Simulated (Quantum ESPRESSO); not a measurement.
The system is Pt.

```
CELL_PARAMETERS angstrom
0.00000 1.96090 1.96090
1.96090 0.00000 1.96090
1.96090 1.96090 0.00000
ATOMIC_POSITIONS crystal
Pt 0.00000 0.00000 0.00000
```

* Program: Quantum ESPRESSO 7.5
* Task: phonons
* Functional: PBEsol
* Potentials or basis: JTH 2.0 PBE
* Cutoff: 490 eV
* Density cutoff: 2939 eV
* k mesh: 12 × 12 × 12
* Occupations: cold, width 0.136 eV
* Spin: no spin polarisation
* Mixing beta: 0.5
* Most SCF iterations: 120
* SCF threshold: 2e-10 Ry

The cell and the atoms were relaxed first, to 15.06 Å³/atom (a = 2.772 Å, b = 2.772 Å, c = 2.772 Å, α = 60.00°, β = 60.00°, γ = 60.00°), and the response was taken there.

At W the frequencies are 110 156 156 cm⁻¹, at a pressure of 0.0 GPa.

How do the modes respond when the cell is scaled evenly, at fixed shape?

The highest mode has a Grüneisen parameter of 2.82 and moves by +1.5 cm⁻¹ per GPa. None of the listed modes softens on compression. The pressures give a bulk modulus of about 290 GPa.

Frequencies at 99 % and 101 % of the volume (pressures 3.0 and -2.8 GPa), ions relaxed:
| mode | 99 % (cm⁻¹) | 101 % (cm⁻¹) | Grüneisen parameter |
| --- | --- | --- | --- |
| 1 | 113.7 | 106.4 | 3.33 |
| 2 | 160.7 | 151.8 | 2.82 |
| 3 | 160.7 | 151.8 | 2.82 |

Modes are matched by their order; those that don't vary smoothly over the three volumes are left out.

Caveat: the potentials were made for another functional, which shifts forces and pressure; the cutoff is low for these files, which shifts pressure and relaxed volume.
